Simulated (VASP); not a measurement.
# Al (Im-3m) in VASP: further runs

The runs below take Al through relaxation of cell and atoms, with r2SCAN, LDA, PBEsol.

All numbers are computed with VASP 6.6.1; they aren't measurements. Logs are shortened: lines on timing, memory, paths and dates and some standing lists are left out, and cuts for length are marked.

### 1 Starting point

It takes space group Im-3m (No. 229, cubic). The conventional cell has a = 3.182 Å, b = 3.182 Å, c = 3.182 Å, α = 90.00°, β = 90.00°, γ = 90.00°. Al (site symmetry m-3m) is surrounded by 8 Al at 2.76 Å.

This isn't the form of Al at room conditions, which is fcc.

### 2 Relaxation of cell and atoms, r2SCAN

File INCAR:

```
SYSTEM = Al
PREC = Accurate
ENCUT = 600
EDIFF = 1E-6
ISMEAR = -1
SIGMA = 0.05
LREAL = .FALSE.
LASPH = .TRUE.
NELM = 100
ALGO = Normal
ISIF = 3
LWAVE = .FALSE.
LCHARG = .FALSE.
METAGGA = R2SCAN
LMIXTAU = .TRUE.
IBRION = 2
NSW = 60
EDIFFG = -0.01
```

File KPOINTS:

```
regular mesh
0
G
  10 10 10
  0 0 0
```

File POSCAR:

```
Al
1.0
   -1.5912186900      1.5912186900      1.5912186900
    1.5912186900     -1.5912186900      1.5912186900
    1.5912186900      1.5912186900     -1.5912186900
Al
1
Direct
    0.0000000000      0.0000000000      0.0000000000
```

Potentials or basis: VASP PAW PBE potentials, release 64 (Al).

The run is started by

```bash
$ cat potpaw_PBE.64/Al/POTCAR > POTCAR
$ mpirun -np 1 vasp_std > vasp.out
```

OUTCAR:

```text
SYSTEM = Al
   PREC = Accurate
   ENCUT = 600
   EDIFF = 1E-6
   ISMEAR = -1
   LREAL = .FALSE.
   LASPH = .TRUE.
   NELM = 100
   ISIF = 3
   METAGGA = R2SCAN
   IBRION = 2
   NSW = 60
   EDIFFG = -0.01

 ion  position               nearest neighbor table
   1  0.000  0.000  0.000-

  LATTYP: Found a body centered cubic cell.
 ALAT       =     3.1824373800

  Lattice vectors:

 A1 = (  -1.5912186900,   1.5912186900,   1.5912186900)
 A2 = (   1.5912186900,  -1.5912186900,   1.5912186900)
 A3 = (   1.5912186900,   1.5912186900,  -1.5912186900)

Analysis of symmetry for initial positions (statically):
=====================================================================
 Subroutine PRICEL returns:
 Original cell was already a primitive cell.

 Routine SETGRP: Setting up the symmetry group for a
 body centered cubic supercell.

 Subroutine GETGRP returns: Found 48 space group operations
 (whereof 48 operations were pure point group operations)
 out of a pool of 48 trial point group operations.

The static configuration has the point symmetry O_h .

Analysis of symmetry for dynamics (positions and initial velocities):
=====================================================================
 Subroutine PRICEL returns:
 Original cell was already a primitive cell.

 Routine SETGRP: Setting up the symmetry group for a
 body centered cubic supercell.

 Subroutine GETGRP returns: Found 48 space group operations
 (whereof 48 operations were pure point group operations)
 out of a pool of 48 trial point group operations.

The dynamic configuration has the point symmetry O_h .

 Subroutine INISYM returns: Found 48 space group operations
 (whereof 48 operations are pure point group operations),
 and found     1 'primitive' translations

----------------------------------------------------------------------------------------

                                     Primitive cell

  volume of cell :      16.1157

  direct lattice vectors                    reciprocal lattice vectors
    -1.591218690  1.591218690  1.591218690     0.000000000  0.314224565  0.314224565
     1.591218690 -1.591218690  1.591218690     0.314224565  0.000000000  0.314224565
     1.591218690  1.591218690 -1.591218690     0.314224565  0.314224565  0.000000000

[... 91 lines left out ...]
   PSTRESS=    0.0 pullay stress
   NELECT =       3.0000    total number of electrons
   NUPDOWN=      -1.0000    fix difference up-down
   EMIN   =  10.00;   EMAX   =-10.00  energy-range for DOS
   EFERMI =   0.00;   METHOD = LEGACY
   ISMEAR =    -1;   SIGMA  =   0.05  broadening in eV -4-tet -1-fermi 0-gaus
   EFERMI_NEDOS =   21; number of points for ismear=-14 and -15
   IALGO  =     38    algorithm
   IMIX   =      4    mixing-type and parameters
     AMIX     =   0.40;   BMIX     =  1.00
     AMIX_MAG =   1.60;   BMIX_MAG =  1.00
  volume/ion in A,a.u.               =      16.12       108.75
  Fermi-wavevector in a.u.,A,eV,Ry     =   0.934757  1.766435 11.888371  0.873771
  Thomas-Fermi vector in A             =   2.061595
   LORBIT       =      0    0 simple, 1 ext, 2 COOP (PROOUT), +10 PAW based schemes
   METAGGA = R2SCAN    functional components
   LHFCALC =     F    Hartree Fock is set to
   AEXX    =    0.0000 exact exchange contribution
   IVDW    =     0    specifies the selected vdW correction
   LEPSILON=     F    determine dielectric tensor
   LRPA    =     F    only Hartree local field effects (RPA)
 conjugate gradient relaxation of ions
 non-spin polarized calculation
  energy-cutoff  :      600.00
  volume of cell :       16.12
 maximum number of plane-waves:       555
 NGX is ok and might be reduce to    24
   NGX = 11   NGY = 11   NGZ = 11

--------------------------------------- Ionic step        1  -------------------------------------------

 number of electron       3.0000000 magnetization

 Free energy of the ion-electron system (eV)
  ---------------------------------------------------
  ext. energy  EPLUGINS =         0.00000000
  ---------------------------------------------------
  free energy    TOTEN  =        -6.63431245 eV

  energy without entropy =       -6.63173430  energy(sigma->0) =       -6.63302337

------------------------ aborting loop because EDIFF is reached ----------------------------------------

  FORCE on cell =-STRESS in cart. coord.  units (eV):
  Direction    XX          YY          ZZ          XY          YZ          ZX
  --------------------------------------------------------------------------------------
  -------------------------------------------------------------------------------------
  Total        0.0964717      0.0964717      0.0964717      0.0000000      0.0000000      0.0000000
  in kB        9.5909376      9.5909376      9.5909376      0.0000000      0.0000000      0.0000000
  external PRESSURE =       9.5909376 kB  Pullay stress =       0.0000000 kB
[... 57 lines left out ...]
--------------------------------------- Ionic step        3  -------------------------------------------

 number of electron       3.0000000 magnetization

 Free energy of the ion-electron system (eV)
  ---------------------------------------------------
  ext. energy  EPLUGINS =         0.00000000
  ---------------------------------------------------
  free energy    TOTEN  =        -6.63481998 eV

  energy without entropy =       -6.63229450  energy(sigma->0) =       -6.63355724

 E-fermi :   8.1076     XC(G=0): -10.9710

 val. band max:        8.0041376711   @ k =   0.5000   0.5000   0.4000
 cond. band min:       8.1398847539   @ k =  -0.4000   0.4000   0.2000
 fundamental gap:      0.1357470829
 Fermi energy:         8.1075689890

 k-point     1 :       0.0000    0.0000    0.0000
  band No.  band energies     occupation
      1      -3.7881      2.00000
      2      22.2833      0.00000
      3      22.2833      0.00000
      4      22.2833      0.00000
      5      24.2803      0.00000
[... 177 lines left out ...]
 k-point    24 :      -0.3000    0.3000    0.1000
  band No.  band energies     occupation
      1      -0.7309      2.00000
      2      10.9982      0.00000
      3      15.6027      0.00000
      4      18.1501      0.00000
      5      21.0106      0.00000

 [... further k-points ...]

------------------------ aborting loop because EDIFF is reached ----------------------------------------

  FORCE on cell =-STRESS in cart. coord.  units (eV):
  Direction    XX          YY          ZZ          XY          YZ          ZX
  --------------------------------------------------------------------------------------
  -------------------------------------------------------------------------------------
  Total        0.0072464      0.0072464      0.0072464     -0.0000000     -0.0000000     -0.0000000
  in kB        0.7126172      0.7126172      0.7126172     -0.0000000     -0.0000000     -0.0000000
  external PRESSURE =       0.7126172 kB  Pullay stress =       0.0000000 kB
[... 16 lines left out ...]
  FREE ENERGIE OF THE ION-ELECTRON SYSTEM (eV)
  ---------------------------------------------------
  free  energy   TOTEN  =        -6.6348199814 eV

  energy  without entropy=       -6.6322944965  energy(sigma->0) =       -6.63355724

 reached required accuracy - stopping structural energy minimisation
```

CONTCAR:

```text
Al
   1.00000000000000
    -1.5970023103197537    1.5970023103197537    1.5970023103197537
     1.5970023103197537   -1.5970023103197537    1.5970023103197537
     1.5970023103197537    1.5970023103197537   -1.5970023103197537
  Al
     1
Direct
     0.0000000000000000    0.0000000000000000    0.0000000000000000

  0.00000000E+00  0.00000000E+00  0.00000000E+00
```

Run time: 30 s. Hardware: 1 thread of Intel Xeon Platinum 8259CL at 2.50GHz (Skylake/Cascade Lake), shared host; peak memory 0.14 GiB.

Results:

```yaml
Free_energy: -6.6348 eV
Relaxed_volume: 16.29 Å³/atom
Relaxed_cell: a = 2.766 Å, b = 2.766 Å, c = 2.766 Å, α = 109.47°, β = 109.47°, γ = 109.47°
Space_group_after_relaxing_to_0.05_Å: Im-3m (No. 229)
Energy_gained_by_relaxing: 0.5 meV/atom
Ionic_steps: 3
Pressure_after_relaxing: 0.1 GPa
Band_gap_on_the_k_mesh: none (metal or under the smearing width)
```

The path:
| step | energy change (eV) | largest force (eV/Å) | pressure (GPa) | volume (Å³) |
| --- | --- | --- | --- | --- |
| 1 | 0.0000 | 0.0000 | 0.96 | 16.12 |
| 2 | -0.0005 | 0.0000 | -0.23 | 16.34 |
| 3 | -0.0005 | 0.0000 | 0.07 | 16.29 |

Final structure:
```cif
data_structure
_symmetry_space_group_name_H-M 'P 1'
_symmetry_Int_Tables_number 1
_cell_length_a 2.7661
_cell_length_b 2.7661
_cell_length_c 2.7661
_cell_angle_alpha 109.471
_cell_angle_beta 109.471
_cell_angle_gamma 109.471
_cell_volume 16.29
loop_
_atom_site_label
_atom_site_type_symbol
_atom_site_fract_x
_atom_site_fract_y
_atom_site_fract_z
_atom_site_occupancy
Al1 Al 0.00000 0.00000 0.00000 1
```

Levels at points of the mesh, in eV from the Fermi level:
```csv
k point,band 1,band 2,band 3,band 4
"(0.00, 0.00, 0.00)",-11.90,14.18,14.18,14.18
"(0.50, 0.00, 0.00)",-4.71,-3.96,8.77,8.98
"(0.50, 0.50, 0.50)",2.09,2.09,2.09,3.00
```

Caveat: the PAW data sets were made with another functional, which shifts forces and pressure a little.

### 3 Relaxation of cell and atoms, LDA

File INCAR:

```
PREC     = Accurate       # precision mode
ENCUT    = 600            # plane-wave cutoff, eV
EDIFF    = 1E-7           # SCF threshold, eV
ISMEAR   = -1             # smearing method
SIGMA    = 0.05           # smearing width, eV
LREAL    = F              # projectors in reciprocal space
LASPH    = T              # aspherical terms in the spheres
NELM     = 100            # most SCF steps
ALGO     = Normal         # electronic algorithm
ISIF     = 3              # what is computed and relaxed
LWAVE    = F              # write WAVECAR
LCHARG   = F              # write CHGCAR
IBRION   = 2              # ionic algorithm
NSW      = 60             # ionic steps
EDIFFG   = -0.01          # ionic threshold
```

File KPOINTS:

```
Automatic mesh
0
Gamma
  10 10 10
```

POSCAR is that of step 2.

Potentials or basis: VASP PAW LDA potentials, release 64 (Al).

The run is started by

```bash
$ cat potpaw_LDA.64/Al/POTCAR > POTCAR
$ mpirun -np 1 vasp_std > vasp.out
```

It took 3.6 s on 1 thread of Intel Xeon Platinum 8488C (Sapphire Rapids), shared host; peak memory 0.12 GiB.

The run converged. Its results:

| Quantity | Value |
| --- | --- |
| Free energy | -4.1080 eV |
| Relaxed volume | 16.32 Å³/atom |
| Relaxed cell | a = 2.768 Å, b = 2.768 Å, c = 2.768 Å, α = 109.47°, β = 109.47°, γ = 109.47° |
| Space group after relaxing (to 0.05 Å) | Im-3m (No. 229) |
| Energy gained by relaxing | 0.6 meV/atom |
| Ionic steps | 3 |
| Pressure after relaxing | 0.0 GPa |
| Band gap on the k mesh | none (metal or under the smearing width) |

Step by step:
```
step  energy change (eV)  largest force (eV/Å)  pressure (GPa)  volume (Å³)
   1              0.0000                0.0000            1.00        16.12
   2             -0.0006                0.0000           -0.13        16.35
   3             -0.0006                0.0000            0.00        16.32
```

Final structure:
```cif
data_structure
_symmetry_space_group_name_H-M 'P 1'
_symmetry_Int_Tables_number 1
_cell_length_a 2.7678
_cell_length_b 2.7678
_cell_length_c 2.7678
_cell_angle_alpha 109.471
_cell_angle_beta 109.471
_cell_angle_gamma 109.471
_cell_volume 16.32
loop_
_atom_site_label
_atom_site_type_symbol
_atom_site_fract_x
_atom_site_fract_y
_atom_site_fract_z
_atom_site_occupancy
Al1 Al 0.00000 0.00000 0.00000 1
```

Levels at points of the mesh, in eV from the Fermi level:
```
           k point  band 1  band 2  band 3  band 4
(0.00, 0.00, 0.00)  -11.15   13.28   13.28   13.28
(0.50, 0.00, 0.00)   -4.29   -3.86    8.15    8.33
(0.50, 0.50, 0.50)    1.88    1.88    1.88    3.06
```

### 4 Relaxation of cell and atoms, PBEsol

File INCAR:

```
ALGO = Normal
EDIFF = 1E-7
EDIFFG = -0.02
ENCUT = 600
GGA = PS
IBRION = 2
ISIF = 3
ISMEAR = -1
LASPH = True
LCHARG = False
LREAL = False
LWAVE = False
NELM = 80
NSW = 40
PREC = Accurate
SIGMA = 0.05
```

File KPOINTS:

```
k-points
0
Gamma
  10 10 10
```

POSCAR is that of step 3.

Potentials or basis: VASP PAW PBE potentials, release 64 (Al).

The run is started by

```bash
$ cat potpaw_PBE.64/Al/POTCAR > POTCAR
$ mpirun -np 1 vasp_std > vasp.out
```

It took 5.7 s on 1 thread of Intel Xeon Platinum 8488C (Sapphire Rapids), shared host; peak memory 0.13 GiB.

It converged, with:

```yaml
Free_energy: -4.0103 eV
Relaxed_volume: 16.69 Å³/atom
Relaxed_cell: a = 2.788 Å, b = 2.788 Å, c = 2.788 Å, α = 109.47°, β = 109.47°, γ = 109.47°
Space_group_after_relaxing_to_0.05_Å: Im-3m (No. 229)
Energy_gained_by_relaxing: 4.9 meV/atom
Ionic_steps: 3
Pressure_after_relaxing: 0.0 GPa
Band_gap_on_the_k_mesh: none (metal or under the smearing width)
```

The path:
| step | energy change (eV) | largest force (eV/Å) | pressure (GPa) | volume (Å³) |
| --- | --- | --- | --- | --- |
| 1 | 0.0000 | 0.0000 | 2.82 | 16.12 |
| 2 | -0.0047 | 0.0000 | -0.43 | 16.79 |
| 3 | -0.0049 | 0.0000 | 0.00 | 16.69 |

Final structure:
```cif
data_structure
_symmetry_space_group_name_H-M 'P 1'
_symmetry_Int_Tables_number 1
_cell_length_a 2.7883
_cell_length_b 2.7883
_cell_length_c 2.7883
_cell_angle_alpha 109.471
_cell_angle_beta 109.471
_cell_angle_gamma 109.471
_cell_volume 16.69
loop_
_atom_site_label
_atom_site_type_symbol
_atom_site_fract_x
_atom_site_fract_y
_atom_site_fract_z
_atom_site_occupancy
Al1 Al 0.00000 0.00000 0.00000 1
```

Levels at points of the mesh, in eV from the Fermi level:
| k point | band 1 | band 2 | band 3 | band 4 | band 5 |
| --- | --- | --- | --- | --- | --- |
| (0.00, 0.00, 0.00) | -11.02 | 13.20 | 13.20 | 13.20 | 14.54 |
| (0.50, 0.00, 0.00) | -4.25 | -3.82 | 8.10 | 8.26 | 9.91 |
| (0.50, 0.50, 0.50) | 1.87 | 1.87 | 1.87 | 3.02 | 3.02 |

Caveat: the PAW data sets were made with another functional, which shifts forces and pressure a little.

### 5 Overview

| level | potentials or basis | gap on the mesh (eV) | pressure (GPa) | relaxed volume (Å³/atom) |
| --- | --- | --- | --- | --- |
| r2SCAN | VASP PAW PBE potentials, release 64 (Al) | none | 0.1 | 16.29 |
| LDA | VASP PAW LDA potentials, release 64 (Al) | none | 0.0 | 16.32 |
| PBEsol | VASP PAW PBE potentials, release 64 (Al) | none | 0.0 | 16.69 |

Alike in all rows: task relaxation of cell and atoms; no spin polarisation; cell relaxed; k mesh 10 × 10 × 10; cutoff (eV) 600; smearing fermi-dirac 0.05 eV.

Caveats: the PAW data sets were made with another functional, which shifts forces and pressure a little (some runs).

Absolute energies hang on the potentials; compare differences alone.
